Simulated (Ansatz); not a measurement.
**Cobalt, hcp under PBE: how the Methfessel-Paxton smearing moves the result**

A convergence test of the Methfessel-Paxton smearing width. The geometry was relaxed under PBE beforehand and stays fixed; 7 values are run, from 0.01 to 1.0 eV. Wanted are the values from which on the energy stays within 10 and 1 meV/atom, and the pressure within 0.5 GPa, of the narrowest run. Within the series other settings stay, but some runs also write fields, which adds to their time. The moments start as that relaxation left them.

Method: DFT PBE, plane waves with PAW, scalar-relativistic, in Ansatz 0.2.0.

## (1) The structure to begin with

Symmetry: P6_3/mmc, No. 194, hexagonal system. Conventional cell: a = 2.494 Å, b = 2.494 Å, c = 4.028 Å, α = 90.00°, β = 90.00°, γ = 120.00°. Around Co (site symmetry -6m2) lie 12 Co at 2.48 to 2.49 Å.

Coordinates:

```xyz
2
Lattice="2.4935 0.0000 0.0000 -1.2468 2.1595 0.0000 0.0000 0.0000 4.0278" Properties=species:S:1:pos:R:3 pbc="T T T"
Co    0.0000    1.4396    1.0069
Co    1.2468    0.7198    3.0208
```

The atoms start with moments of +1.69 ×2 μB.

## (2) Run at 0.01 eV

The run at 0.01 eV.

File input.yaml:

```yaml
crystal:
  lattice:
    - [2.4935221926, 0.0, 0.0]
    - [-1.2467610963, 2.1594535637, 0.0]
    - [0.0, 0.0, 4.0277844638]
  atoms:
    - { symbol: Co, position: [0.3333333333, 0.6666666667, 0.25], spin: 1.69 }
    - { symbol: Co, position: [0.6666666667, 0.3333333333, 0.75], spin: 1.69 }
hamiltonian:
  xc: pbe
  pseudopotentials:
    kind: paw
    azcp:
      Co: "pseudopotentials/Co.paw.azcp"
basis:
  ecutwfc: 420
  fft_grid_basis: typed
kpoints:
  mp_grid: { grid: [14, 14, 8], shift: [0, 0, 0] }
magnetization:
  spin_polarized: true
scf:
  occupations: { method: methfessel_paxton, width: 0.01 }
  lower_state_search: "off"
output:
  stress: true
```

On the command line:

```
ansatz run input.yaml --threads 1 --pin off --max-ram 3584MiB --backend cpu --events-out ev --progress --plain --runs-dir out
```

Output, shortened:

```text
[...]
Pseudopotentials: kind: paw
Pseudopotential: Co, paw, valence charge 17, recommended cutoff 420 eV (normal), <dir>
Functional definition: PBE
[...]
Crystal: 2 atoms, lattice volume = 21.688 Å³
Basis set: ecut = 420 eV, 403 PW (Γ)
Bands: 23, of which v1, the nominal top of the filled ones, is band 17 counted from 1 (16 counted from 0)
Symmetry: 24 space group operations
Space group: P63/mmc (ITA 194), of the structure as read, at distance tolerance 2.8e-5 Å
Magnetic group: BNS 194.263 (UNI 1493), of the structure as read, at distance tolerance 2.8e-5 Å
k-points: 120 of 1568
[...]
Starting moments: Σ|m| = 3.38 μB on 2 of 2 sites
[...]
SCF iter   1: F=—  HF=-10252.187193 eV  |F-HF|=—  |Δ(HF+E_count)|=         —  Δρ=5.18e-2 (↑1.46e-2 ↓5.18e-2)  dr2=2.49e-1  dr2_m=1.77e-1  M=3.080 μB ∫|m|=3.160 μB  β_m=1.00  ethr=7.31e-4  ⟨swp⟩=1.0  Hψ=28600  notcnv=0
[...]
spin-set hold released at iteration 7 (site moments contracting): the magnetisation degrees of freedom join the quasi-Newton model from the next iteration; the mixer history was flushed
[...]
SCF iter  19: F=-10252.297580 eV  HF=-10252.297580 eV  |F-HF|=3.46e-11  |Δ(HF+E_count)|=   3.57e-8  S|Δr|=    0.00e0  Δρ=1.75e-6 (↑1.75e-6 ↓1.05e-6)  dr2=1.33e-10  dr2_m=3.37e-10  M=3.183 μB ∫|m|=3.526 μB  ethr=8.54e-12  ⟨swp⟩=3.0  Hψ=14124  notcnv=0
[...]
this state was not tested for a lower state beside it, because cold or Methfessel-Paxton smearing, or corrected tetrahedra, fill the levels in a way that the test cannot read (fill_not_monotonic; see scf.lower_state_search)
SCF converged after 19 iterations
Magnetization: 3.1832 μB (18.5916 up, 15.4084 down)
Absolute magnetization: 3.5273 μB (∫|ρ↑−ρ↓|, with the PAW one-centre terms)
Spin contamination: 0.0572 ħ² per cell (⟨S²⟩ above its minimum at these occupations)
Per-site moments (μB) at R_I (Å): [(1.6702836372022272, 1.0211614668263853), (1.6702836372022267, 1.0211614668263853)]
Free energy (F): -10252.297580 eV
[...]
E sigma→0 (E₀):  -10252.297575 eV
Entropy (-TS):   -0.000021 eV (-0.010 meV/atom)
Fermi energy:    18.707057 eV
[...]
--- Stress (GPa, compression-positive) ---
        0.061275       0.000000       0.000000
        0.000000       0.061275       0.000000
        0.000000       0.000000      -0.193685
  P = ⅓ Tr σ = -0.0237 GPa (-0.237 kbar)
```

Wall time 17 s (1 thread of Intel Xeon Platinum 8259CL at 2.50GHz (Skylake/Cascade Lake), shared host); peak memory 0.47 GiB.

## (3) Run at 0.03 eV

The run at 0.03 eV.

input.yaml: that of step 2 with these lines changed.

```diff
@@ -22,3 +22,3 @@
 scf:
-  occupations: { method: methfessel_paxton, width: 0.01 }
+  occupations: { method: methfessel_paxton, width: 0.03 }
   lower_state_search: "off"
```

On the command line:

```
ansatz run input.yaml --threads 1 --pin off --max-ram 3584MiB --backend cpu --events-out ev --progress --plain --runs-dir out
```

Output, shortened:

```text
[...]
[... 3 set-up lines as earlier in the session ...]
[...]
Crystal: 2 atoms, lattice volume = 21.688 Å³
Basis set: ecut = 420 eV, 403 PW (Γ)
Bands: 23, of which v1, the nominal top of the filled ones, is band 17 counted from 1 (16 counted from 0)
[... 2 set-up lines as earlier in the session ...]
Magnetic group: BNS 194.263 (UNI 1493), of the structure as read, at distance tolerance 2.8e-5 Å
k-points: 120 of 1568
[...]
Starting moments: Σ|m| = 3.38 μB on 2 of 2 sites
[...]
SCF iter   1: F=—  HF=-10252.187230 eV  |F-HF|=—  |Δ(HF+E_count)|=         —  Δρ=5.17e-2 (↑1.46e-2 ↓5.17e-2)  dr2=2.49e-1  dr2_m=1.77e-1  M=3.078 μB ∫|m|=3.159 μB  β_m=1.00  ethr=7.33e-4  ⟨swp⟩=1.0  Hψ=28600  notcnv=0
[...]
this state was not tested for a lower state beside it, because cold or Methfessel-Paxton smearing, or corrected tetrahedra, fill the levels in a way that the test cannot read (fill_not_monotonic; see scf.lower_state_search)
SCF converged after 21 iterations
Magnetization: 3.1820 μB (18.5910 up, 15.4090 down)
Absolute magnetization: 3.5271 μB (∫|ρ↑−ρ↓|, with the PAW one-centre terms)
Spin contamination: 0.0574 ħ² per cell (⟨S²⟩ above its minimum at these occupations)
Per-site moments (μB) at R_I (Å): [(1.6699265072315033, 1.0211614668263853), (1.6699265072315028, 1.0211614668263853)]
Free energy (F): -10252.297590 eV
[...]
E sigma→0 (E₀):  -10252.297574 eV
Entropy (-TS):   -0.000063 eV (-0.031 meV/atom)
Fermi energy:    18.705407 eV
[...]
--- Stress (GPa, compression-positive) ---
        0.041407       0.000000       0.000000
        0.000000       0.041407       0.000000
        0.000000       0.000000      -0.171410
  P = ⅓ Tr σ = -0.0295 GPa (-0.295 kbar)
```

It took 14 s on 1 thread of Intel Xeon Platinum 8259CL at 2.50GHz (Skylake/Cascade Lake), shared host; peak memory 0.46 GiB.

## (4) Run at 0.1 eV

The run at 0.1 eV.

input.yaml: that of step 3 with these lines changed.

```diff
@@ -22,3 +22,3 @@
 scf:
-  occupations: { method: methfessel_paxton, width: 0.03 }
+  occupations: { method: methfessel_paxton, width: 0.1 }
   lower_state_search: "off"
@@ -26 +26,5 @@
   stress: true
+  write_density: true
+  write_potential: true
+  elf: true
+  volumetric_format: npy
```

On the command line:

```
ansatz run input.yaml --threads 1 --pin off --max-ram 3584MiB --backend cpu --events-out ev --progress --plain --runs-dir out
```

Output, shortened:

```text
[...]
[... 3 set-up lines as earlier in the session ...]
[...]
Crystal: 2 atoms, lattice volume = 21.688 Å³
Basis set: ecut = 420 eV, 403 PW (Γ)
Bands: 23, of which v1, the nominal top of the filled ones, is band 17 counted from 1 (16 counted from 0)
[... 2 set-up lines as earlier in the session ...]
Magnetic group: BNS 194.263 (UNI 1493), of the structure as read, at distance tolerance 2.8e-5 Å
k-points: 120 of 1568
[...]
Starting moments: Σ|m| = 3.38 μB on 2 of 2 sites
[...]
SCF iter   1: F=—  HF=-10252.187203 eV  |F-HF|=—  |Δ(HF+E_count)|=         —  Δρ=5.23e-2 (↑1.46e-2 ↓5.23e-2)  dr2=2.51e-1  dr2_m=1.82e-1  M=3.085 μB ∫|m|=3.167 μB  β_m=1.00  ethr=7.37e-4  ⟨swp⟩=1.0  Hψ=27682  notcnv=0
[...]
this state was not tested for a lower state beside it, because cold or Methfessel-Paxton smearing, or corrected tetrahedra, fill the levels in a way that the test cannot read (fill_not_monotonic; see scf.lower_state_search)
SCF converged after 15 iterations
Magnetization: 3.1597 μB (18.5798 up, 15.4202 down)
Absolute magnetization: 3.5055 μB (∫|ρ↑−ρ↓|, with the PAW one-centre terms)
Spin contamination: 0.0574 ħ² per cell (⟨S²⟩ above its minimum at these occupations)
Per-site moments (μB) at R_I (Å): [(1.6588352419836143, 1.0211614668263853), (1.6588352419836139, 1.0211614668263853)]
Free energy (F): -10252.297888 eV
[...]
E sigma→0 (E₀):  -10252.297825 eV
Entropy (-TS):   -0.000255 eV (-0.127 meV/atom)
Fermi energy:    18.707063 eV
[...]
--- Stress (GPa, compression-positive) ---
       -0.155496       0.000000       0.000000
        0.000000      -0.155496       0.000000
        0.000000       0.000000      -0.398983
  P = ⅓ Tr σ = -0.2367 GPa (-2.367 kbar)
--- Band table (eV; the first three rows and the last of 240) ---
[... band rows left out ...]
[...]
```

Wall time 18 s (1 thread of Intel Xeon Platinum 8259CL at 2.50GHz (Skylake/Cascade Lake), shared host); peak memory 0.48 GiB.

## (5) Run at 0.2 eV

The run at 0.2 eV.

input.yaml: that of step 4 with these lines changed.

```diff
@@ -22,3 +22,3 @@
 scf:
-  occupations: { method: methfessel_paxton, width: 0.1 }
+  occupations: { method: methfessel_paxton, width: 0.2 }
   lower_state_search: "off"
```

On the command line:

```
ansatz run input.yaml --threads 1 --pin off --max-ram 3584MiB --backend cpu --events-out ev --progress --plain --runs-dir out
```

Output, shortened:

```text
[...]
[... 3 set-up lines as earlier in the session ...]
[...]
Crystal: 2 atoms, lattice volume = 21.688 Å³
Basis set: ecut = 420 eV, 403 PW (Γ)
Bands: 23, of which v1, the nominal top of the filled ones, is band 17 counted from 1 (16 counted from 0)
[... 2 set-up lines as earlier in the session ...]
Magnetic group: BNS 194.263 (UNI 1493), of the structure as read, at distance tolerance 2.8e-5 Å
k-points: 120 of 1568
[...]
Starting moments: Σ|m| = 3.38 μB on 2 of 2 sites
[...]
SCF iter   1: F=—  HF=-10252.186293 eV  |F-HF|=—  |Δ(HF+E_count)|=         —  Δρ=5.42e-2 (↑1.50e-2 ↓5.42e-2)  dr2=2.47e-1  dr2_m=2.05e-1  M=3.121 μB ∫|m|=3.198 μB  β_m=1.00  ethr=7.27e-4  ⟨swp⟩=1.0  Hψ=27317  notcnv=0
[...]
this state was not tested for a lower state beside it, because cold or Methfessel-Paxton smearing, or corrected tetrahedra, fill the levels in a way that the test cannot read (fill_not_monotonic; see scf.lower_state_search)
SCF converged after 15 iterations
Magnetization: 3.1743 μB (18.5872 up, 15.4128 down)
Absolute magnetization: 3.5143 μB (∫|ρ↑−ρ↓|, with the PAW one-centre terms)
Spin contamination: 0.0570 ħ² per cell (⟨S²⟩ above its minimum at these occupations)
Per-site moments (μB) at R_I (Å): [(1.664969578554789, 1.0211614668263853), (1.6649695785547887, 1.0211614668263853)]
Free energy (F): -10252.298340 eV
[...]
E sigma→0 (E₀):  -10252.297953 eV
Entropy (-TS):   -0.001548 eV (-0.774 meV/atom)
Fermi energy:    18.708246 eV
[...]
--- Stress (GPa, compression-positive) ---
       -0.094482       0.000000       0.000000
        0.000000      -0.094482       0.000000
        0.000000       0.000000      -0.187372
  P = ⅓ Tr σ = -0.1254 GPa (-1.254 kbar)
--- Band table (eV; the first three rows and the last of 240) ---
[... band rows left out ...]
[...]
```

Run time: 19 s. Hardware: 1 thread of Intel Xeon Platinum 8259CL at 2.50GHz (Skylake/Cascade Lake), shared host; peak memory 0.48 GiB.

## (6) Run at 0.3 eV

The run at 0.3 eV.

input.yaml: that of step 5 with these lines changed.

```diff
@@ -22,3 +22,3 @@
 scf:
-  occupations: { method: methfessel_paxton, width: 0.2 }
+  occupations: { method: methfessel_paxton, width: 0.3 }
   lower_state_search: "off"
@@ -26,5 +26 @@
   stress: true
-  write_density: true
-  write_potential: true
-  elf: true
-  volumetric_format: npy
```

On the command line:

```
ansatz run input.yaml --threads 1 --pin off --max-ram 3584MiB --backend cpu --events-out ev --progress --plain --runs-dir out
```

Output, shortened:

```text
[...]
[... 3 set-up lines as earlier in the session ...]
[...]
Crystal: 2 atoms, lattice volume = 21.688 Å³
Basis set: ecut = 420 eV, 403 PW (Γ)
Bands: 23, of which v1, the nominal top of the filled ones, is band 17 counted from 1 (16 counted from 0)
[... 2 set-up lines as earlier in the session ...]
Magnetic group: BNS 194.263 (UNI 1493), of the structure as read, at distance tolerance 2.8e-5 Å
k-points: 120 of 1568
[...]
Starting moments: Σ|m| = 3.38 μB on 2 of 2 sites
[...]
SCF iter   1: F=—  HF=-10252.181441 eV  |F-HF|=—  |Δ(HF+E_count)|=         —  Δρ=5.75e-2 (↑1.66e-2 ↓5.75e-2)  dr2=2.41e-1  dr2_m=2.49e-1  M=3.178 μB ∫|m|=3.250 μB  β_m=1.00  ethr=7.10e-4  ⟨swp⟩=1.0  Hψ=27068  notcnv=0
[...]
this state was not tested for a lower state beside it, because cold or Methfessel-Paxton smearing, or corrected tetrahedra, fill the levels in a way that the test cannot read (fill_not_monotonic; see scf.lower_state_search)
SCF converged after 15 iterations
Magnetization: 3.2024 μB (18.6012 up, 15.3988 down)
Absolute magnetization: 3.5390 μB (∫|ρ↑−ρ↓|, with the PAW one-centre terms)
Spin contamination: 0.0570 ħ² per cell (⟨S²⟩ above its minimum at these occupations)
Per-site moments (μB) at R_I (Å): [(1.6783446432201428, 1.0211614668263853), (1.6783446432201423, 1.0211614668263853)]
Free energy (F): -10252.298577 eV
[...]
E sigma→0 (E₀):  -10252.299320 eV
Entropy (-TS):   0.002974 eV (1.487 meV/atom)
Fermi energy:    18.704949 eV
[...]
--- Stress (GPa, compression-positive) ---
        0.014751       0.000000       0.000000
        0.000000       0.014751       0.000000
        0.000000       0.000000       0.176803
  P = ⅓ Tr σ = 0.0688 GPa (0.688 kbar)
```

It took 12 s on 1 thread of Intel Xeon Platinum 8259CL at 2.50GHz (Skylake/Cascade Lake), shared host; peak memory 0.47 GiB.

## (7) Run at 0.6 eV

The run at 0.6 eV.

input.yaml: that of step 6 with these lines changed.

```diff
@@ -22,3 +22,3 @@
 scf:
-  occupations: { method: methfessel_paxton, width: 0.3 }
+  occupations: { method: methfessel_paxton, width: 0.6 }
   lower_state_search: "off"
@@ -26 +26,5 @@
   stress: true
+  write_density: true
+  write_potential: true
+  elf: true
+  volumetric_format: npy
```

On the command line:

```
ansatz run input.yaml --threads 1 --pin off --max-ram 3584MiB --backend cpu --events-out ev --progress --plain --runs-dir out
```

Output, shortened:

```text
band count auto-derived: 24 (N_el = 34.0; filled up to band 17; 23 by the electrons, moments and atoms)
[...]
[... 3 set-up lines as earlier in the session ...]
[...]
Crystal: 2 atoms, lattice volume = 21.688 Å³
Basis set: ecut = 420 eV, 403 PW (Γ)
Bands: 24, of which v1, the nominal top of the filled ones, is band 17 counted from 1 (16 counted from 0)
[... 2 set-up lines as earlier in the session ...]
Magnetic group: BNS 194.263 (UNI 1493), of the structure as read, at distance tolerance 2.8e-5 Å
k-points: 120 of 1568
[...]
Starting moments: Σ|m| = 3.38 μB on 2 of 2 sites
[...]
this state was not tested for a lower state beside it, because cold or Methfessel-Paxton smearing, or corrected tetrahedra, fill the levels in a way that the test cannot read (fill_not_monotonic; see scf.lower_state_search)
SCF converged after 13 iterations
Magnetization: 3.3415 μB (18.6708 up, 15.3292 down)
Absolute magnetization: 3.6814 μB (∫|ρ↑−ρ↓|, with the PAW one-centre terms)
Spin contamination: 0.0596 ħ² per cell (⟨S²⟩ above its minimum at these occupations)
Per-site moments (μB) at R_I (Å): [(1.7488432793042001, 1.0211614668263853), (1.7488432793041995, 1.0211614668263853)]
Free energy (F): -10252.272053 eV
[...]
E sigma→0 (E₀):  -10252.296446 eV
Entropy (-TS):   0.097572 eV (48.786 meV/atom)
Fermi energy:    18.701178 eV
[...]
--- Stress (GPa, compression-positive) ---
        0.232165       0.000000       0.000000
        0.000000       0.232165       0.000000
        0.000000       0.000000       1.676357
  P = ⅓ Tr σ = 0.7136 GPa (7.136 kbar)
--- Band table (eV; the first three rows and the last of 240) ---
[... band rows left out ...]
[...]
```

Run time: 16 s. Hardware: 1 thread of Intel Xeon Platinum 8259CL at 2.50GHz (Skylake/Cascade Lake), shared host; peak memory 0.48 GiB.

## (8) Run at 1.0 eV

The run at 1.0 eV.

input.yaml: that of step 7 with these lines changed.

```diff
@@ -22,3 +22,3 @@
 scf:
-  occupations: { method: methfessel_paxton, width: 0.6 }
+  occupations: { method: methfessel_paxton, width: 1.0 }
   lower_state_search: "off"
@@ -26,5 +26 @@
   stress: true
-  write_density: true
-  write_potential: true
-  elf: true
-  volumetric_format: npy
```

On the command line:

```
ansatz run input.yaml --threads 1 --pin off --max-ram 3584MiB --backend cpu --events-out ev --progress --plain --runs-dir out
```

Output, shortened:

```text
band count auto-derived: 24 (N_el = 34.0; filled up to band 17; 23 by the electrons, moments and atoms)
[...]
[... 3 set-up lines as earlier in the session ...]
[...]
Crystal: 2 atoms, lattice volume = 21.688 Å³
Basis set: ecut = 420 eV, 403 PW (Γ)
Bands: 24, of which v1, the nominal top of the filled ones, is band 17 counted from 1 (16 counted from 0)
[... 2 set-up lines as earlier in the session ...]
Magnetic group: BNS 194.263 (UNI 1493), of the structure as read, at distance tolerance 2.8e-5 Å
k-points: 120 of 1568
[...]
Starting moments: Σ|m| = 3.38 μB on 2 of 2 sites
[...]
this state was not tested for a lower state beside it, because cold or Methfessel-Paxton smearing, or corrected tetrahedra, fill the levels in a way that the test cannot read (fill_not_monotonic; see scf.lower_state_search)
SCF converged after 16 iterations
Magnetization: 3.2537 μB (18.6268 up, 15.3732 down)
Absolute magnetization: 3.5710 μB (∫|ρ↑−ρ↓|, with the PAW one-centre terms)
Spin contamination: 0.0560 ħ² per cell (⟨S²⟩ above its minimum at these occupations)
Per-site moments (μB) at R_I (Å): [(1.6999306429224978, 1.0211614668263853), (1.6999306429224974, 1.0211614668263853)]
Free energy (F): -10252.197687 eV
[...]
E sigma→0 (E₀):  -10252.236141 eV
Entropy (-TS):   0.153819 eV (76.910 meV/atom)
Fermi energy:    18.729507 eV
[...]
--- Stress (GPa, compression-positive) ---
       -0.819281       0.000000       0.000000
        0.000000      -0.819281       0.000000
        0.000000       0.000000       1.366479
  P = ⅓ Tr σ = -0.0907 GPa (-0.907 kbar)
```

Run time: 18 s. Hardware: 1 thread of Intel Xeon Platinum 8259CL at 2.50GHz (Skylake/Cascade Lake), shared host; peak memory 0.48 GiB.

## (9) The series

Energies count from the run at 0.01 eV.

| smearing (eV) | F (meV/atom) | E(σ → 0) (meV/atom) | P (GPa) | largest moment (μB) | SCF cycles | CPU time |
| --- | --- | --- | --- | --- | --- | --- |
| 0.01 | 0.00 | 0.00 | -0.02 | 1.670 | 19 | 17 s |
| 0.03 | 0.00 | 0.00 | -0.03 | 1.670 | 21 | 14 s |
| 0.1 | -0.15 | -0.12 | -0.24 | 1.659 | 15 | 18 s |
| 0.2 | -0.38 | -0.19 | -0.13 | 1.665 | 15 | 20 s |
| 0.3 | -0.50 | -0.87 | 0.07 | 1.678 | 15 | 12 s |
| 0.6 | 12.76 | 0.56 | 0.71 | 1.749 | 13 | 16 s |
| 1.0 | 49.95 | 30.72 | -0.09 | 1.700 | 16 | 18 s |

## (10) What came out

| quantity | value |
| --- | --- |
| E(σ → 0) stays within 10 meV/atom of 0.01 eV | up to 0.6 eV |
| E(σ → 0) stays within 1 meV/atom | up to 0.6 eV |
| pressure stays within 0.5 GPa | up to 0.3 eV |
| pressure at 0.01 eV | -0.02 GPa |
| energy of a separate run on a finer mesh (24×24×13) | -3.2 meV/atom from 0.01 eV |

**Reading.** The far end, 1.0 eV, lies +30.7 meV/atom and -0.1 GPa from the yardstick. The free energy F moves by +49.9 meV/atom over the range, and the estimate for σ → 0 by +30.7. This scheme cancels the term in the square of the width, so F moves little up to 0.2 eV. The mesh (14×14×8) is fixed, so the narrowest widths carry a k-point error of their own. The yardstick itself is unsettled by 3.2 meV/atom against the finer mesh, so the thresholds above hold only within this series, and wider smearing, which averages over more states, can land nearer the fine-mesh value than the narrowest does.
